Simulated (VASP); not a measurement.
Set up this calculation in VASP 6.6.1, as the native input.

```
Task                   : band structure
Functional             : r2SCAN
Potentials or basis    : VASP PAW PBE potentials, release 64 (Y_sv)
Cutoff                 : 520 eV
k mesh                 : 8 × 8 × 5
Occupations            : fermi-dirac, width 0.05 eV
Spin                   : no spin polarisation
Further INCAR settings : ALGO = Normal; EDIFF = 1e-06; NBANDS = 18
```

The structure of Y lies in POSCAR:

```
Y
1.0
    3.6474000000      0.0000000000      0.0000000000
   -1.8237000000      3.1587410578      0.0000000000
    0.0000000000      0.0000000000      5.7306000000
Y
2
Direct
    0.6666666667      0.3333333333      0.7500000000
    0.3333333333      0.6666666667      0.2500000000
```

These files were run (other wordings do the same):

INCAR

```
SYSTEM = Y
PREC = Accurate
ENCUT = 520
EDIFF = 1E-6
ISMEAR = -1
SIGMA = 0.05
LREAL = .FALSE.
LASPH = .TRUE.
NELM = 80
ALGO = Normal
ISIF = 2
LWAVE = .FALSE.
LCHARG = .FALSE.
LMAXMIX = 4
METAGGA = R2SCAN
LMIXTAU = .TRUE.
NBANDS = 18
```

KPOINTS

```
Automatic mesh
0
G
  8 8 5
  0 0 0
```

KPOINTS_OPT

```
path GMKGALHA,LM,KH
15
line-mode
reciprocal
 0.0000000000  0.0000000000  0.0000000000  G
 0.5000000000  0.0000000000  0.0000000000  M

 0.5000000000  0.0000000000  0.0000000000  M
 0.3333333333  0.3333333333  0.0000000000  K

 0.3333333333  0.3333333333  0.0000000000  K
 0.0000000000  0.0000000000  0.0000000000  G

 0.0000000000  0.0000000000  0.0000000000  G
 0.0000000000  0.0000000000  0.5000000000  A

 0.0000000000  0.0000000000  0.5000000000  A
 0.5000000000  0.0000000000  0.5000000000  L

 0.5000000000  0.0000000000  0.5000000000  L
 0.3333333333  0.3333333333  0.5000000000  H

 0.3333333333  0.3333333333  0.5000000000  H
 0.0000000000  0.0000000000  0.5000000000  A

 0.5000000000  0.0000000000  0.5000000000  L
 0.5000000000  0.0000000000  0.0000000000  M

 0.3333333333  0.3333333333  0.0000000000  K
 0.3333333333  0.3333333333  0.5000000000  H
```

Potentials or basis: VASP PAW PBE potentials, release 64 (Y_sv).

The run is started by

```sh
$ cat potpaw_PBE.64/Y_sv/POTCAR > POTCAR
$ mpirun -np 1 vasp_std > vasp.out
```

It gave:

```json
{"Pressure": "0.7 GPa", "Band gap along the path": "none (metal or under the smearing width)"}
```

Caveat: the PAW data sets were made with another functional, which shifts forces and pressure a little.

It took 5.3 min on 1 thread of AMD EPYC 9R45 96-Core Processor (Zen 5) (shared host), peak memory 0.2 GiB.
